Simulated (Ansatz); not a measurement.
## A series in volume scale on Ba

Plane-wave DFT, scalar-relativistic PAW made under PBE with cores redone for the functional, no dispersion; the given relaxed cell is scaled uniformly, energy at zero smearing counts from the unscaled cell, pressure at the given Fermi-Dirac smearing is positive in compression. The results are calculated, by Ansatz 0.2.0.

The cell before it is scaled or strained (space group Pm-3m, No. 221):
```
Ba
1.0
      4.0716     0.0000     0.0000
      0.0000     4.0716     0.0000
      0.0000     0.0000     4.0716
Ba
1
Direct
  0.00000 0.00000 0.00000
```

Settings of every row: spin polarised no; functional RPBE; wave cutoff 420 eV; smearing width 0.1 eV; k mesh 9x9x9.

Atom starting moment: 0 on all atoms.

Limits: no spin-orbit coupling, which can matter with elements this heavy; the cell comes from a prototype or a list of computed structures and needn't be the stable phase.

| row | volume scale | V (Å³/atom) | pressure (GPa) | energy change per atom (meV) |
| --- | --- | --- | --- | --- |
| 1 | 0.88 | 59.399 | 1 | 20.58 |
| 2 | 0.92 | 62.099 | 0.61 | 7.79 |
| 3 | 0.96 | 64.799 | 0.29 | 1.3 |
| 4 | 1.04 | 70.199 | ? | ? |
| 5 | 1.08 | 72.899 | -0.37 | 9.39 |
| 6 | 1.12 | 75.599 | -0.52 | 18.73 |

Question: what pressure and energy change per atom should row 4 give?

Worked fit of pressure. Take u = (V_r/V)^(2/3) − 1 with V_r = 64.799 Å³ an atom, which is twice the finite (Eulerian) strain; such expansions in the strain, on which the Birch-Murnaghan equation of state is built, carry the rest volume and the bulk modulus. The shown rows have u = 0.05972, 0.02878, 0, -0.07552, -0.09766. Least squares give pressure = 0.29 + 10.5 × u + 22.8 × u² GPa; a straight line predicts inner rows, each left out in turn, worse (root mean square 0.06 against 0.0032 GPa). All shown rows lie on it to the printed digit. The pressure vanishes at u = -0.0295, or V = 67.78 Å³ an atom, and there the bulk modulus at fixed shape and fractions is B = −V dP/dV = (2/3)(1 + u) dP/du = 5.92 GPa. The withheld row has u = -0.05196, so the fit gives 0.29 + 10.5 × (-0.05196) + 22.8 × (-0.05196)² = -0.19 GPa.

The calculation gave -0.19 GPa. The fit meets it to the printed digit.

Worked fit of energy change per atom. Take u = (V_r/V)^(2/3) − 1 with V_r = 64.799 Å³ an atom, which is twice the finite (Eulerian) strain; such expansions in the strain, on which the Birch-Murnaghan equation of state is built, carry the rest volume and the bulk modulus. The shown rows have u = 0.05972, 0.02878, 0, -0.07552, -0.09766. Least squares give energy change per atom = 1.298 + 132.91 × u + 3185.8 × u² meV; a straight line predicts inner rows, each left out in turn, worse (root mean square 8.4 against 0.047 meV). The rows lie off it by -0.02, 0.03, 0.00, -0.04, 0.03. Its lowest point lies at u = -0.0209, or V = 66.88 Å³ an atom, and the curvature there gives the bulk modulus at fixed shape and fractions, B = (4/9)(1 + u)² E″(u)/V = 6.5 GPa. The withheld row has u = -0.05196, so the fit gives 1.298 + 132.91 × (-0.05196) + 3185.8 × (-0.05196)² = 2.99 meV.

The calculation gave 2.94 meV. The fit lies 0.05 meV (1.7 % of the value, 0.26 % of the column's range) above it; its largest miss of a shown row is 0.04 meV.
